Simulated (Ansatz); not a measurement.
InP

Computed with Ansatz (plane waves, PAW, 420 eV cutoff): PBEsol, scalar-relativistic, no spin polarisation, Γ-centred 10×10×10 mesh, 0.05 eV Gaussian smearing. The datasets are Ansatz's generated set soft_2.

```xyz
2
Lattice="0.0000 2.7295 2.7295 2.7295 0.0000 2.7295 2.7295 2.7295 0.0000" Properties=species:S:1:pos:R:3 pbc="T T T"
In    0.0000    0.0000    0.0000
P     2.7295    2.7295    2.7295
```

The chain of runs began from a cell as deposited in COD, expanded in volume.

Cell and atoms are those of this level's equilibrium.

Path: Γ–X–U | K–Γ–L–W–X, with Γ = (0.000, 0.000, 0.000), X = (0.500, 0.000, 0.500), U = (0.625, 0.250, 0.625), K = (0.375, 0.375, 0.750), L = (0.500, 0.500, 0.500), W = (0.500, 0.250, 0.750) in reciprocal vectors of the calculation's cell.

Levels between -3 and 5 eV from the Fermi level at the path's named points:
| point | below E_F (eV) | above E_F (eV) |
| --- | --- | --- |
| Γ | -0.28 -0.28 -0.28 | 0.86 |
| X | -2.47 -2.46 -2.46 | 3.70 |
| U and K | -1.75 | 0.18 |
| L |  | 0.20 0.20 2.46 3.38 3.38 |
| W |  | 2.57 4.68 |

(1) By these bands, is it a metal or an insulator, and if it has a gap, where are the band edges on this path?

Answer:

(1) A metal: bands cross the Fermi level.
